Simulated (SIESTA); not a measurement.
Ir:

```xyz
1
Lattice="0.0000 1.9156 1.9156 1.9156 0.0000 1.9156 1.9156 1.9156 0.0000" Properties=species:S:1:pos:R:3 pbc="T T T"
Ir    0.0000    0.0000    0.0000
```

Base run:

* Program: SIESTA 5.4.2
* Functional: PBE
* Potentials or basis: PseudoDojo 0.4 standard (PBE files)
* Basis: DZP (energy shift 0.003 Ry; two zetas on semicore shells)
* Grid cutoff: 800 Ry
* Energy shift: 0.003 Ry
* k mesh: 12 × 12 × 12
* Occupations: fermi-dirac, width 0.05 eV
* Spin: no spin polarisation

Its results: band gap on the k mesh none (metal or under the smearing width); pressure 14.3 GPa.

Task: The run is repeated on the same cell with these changes: functional from PBE to PBEsol. What comes out?

Result: Band gap on the k mesh none (metal or under the smearing width); pressure 3.2 GPa.

PBEsol binds more tightly than PBE, so the same cell stands under less pressure.

Caveats: short orbitals over semicore shells can move pressures by several GPa; the valence orbitals were made in a potential fitted to the semicore shell under them, which widens gaps by tenths of an eV or more; spin-orbit coupling is left out, which moves the levels of the heavy elements; the basis of atomic orbitals isn't converged, which shifts pressures, moduli and gaps; the potentials were made for another functional, which shifts forces and pressure (some runs).
